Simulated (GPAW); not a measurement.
Ge:

```
Ge
1.0
    -2.49590    2.65086    1.43695
     2.49590   -2.65086    1.43695
     2.49590    2.65086   -1.43695
Ge
2
Cartesian
  0.0000 1.3254 0.1841
  2.4959 1.3254 1.2529
```

This isn't the form of Ge at room conditions, which is diamond.

| Property | Result |
| --- | --- |
| Program | GPAW 26.7.0 |
| Task | relaxation of cell and atoms |
| Functional | revPBE |
| Dispersion | D3(BJ)+ATM |
| Potentials or basis | the program's PAW data sets (release 1.2.1) made for this functional |
| Cutoff | 600 eV |
| Basis | pw |
| k mesh | 8 × 8 × 8 |
| Occupations | fermi-dirac, width 0.05 eV |
| Spin | no spin polarisation |

At the start: pressure -3.2 GPa; volume 19.01 Å³/atom.

Q: Where does the relaxation end?

A: Over 7 steps the energy falls by 9.8 meV/atom and the volume is 18.19 Å³/atom (-4.3 %); space group Imma (No. 74, to 0.05 Å).

Step by step:
```csv
step,energy change (eV),largest force (eV/Å),pressure (GPa),volume (Å³)
1,0.0000,0.0176,-3.23,38.03
2,-0.0059,0.0182,-2.69,37.72
3,-0.0188,0.0190,0.26,36.22
4,-0.0190,0.0185,0.09,36.30
5,-0.0193,0.0165,-0.10,36.38
6,-0.0195,0.0131,-0.16,36.42
7,-0.0196,0.0113,-0.07,36.38
```

Final structure:
```
Ge
1.0
    -2.44086    2.60575    1.42999
     2.44086   -2.60575    1.42999
     2.44086    2.60575   -1.42999
Ge
2
Direct
  0.31584 0.06584 0.25000
  0.68416 0.93416 0.75000
```

Caveat: later steps reuse the first step's grids; pairwise dispersion overbinds metals, which lowers pressure and volume.
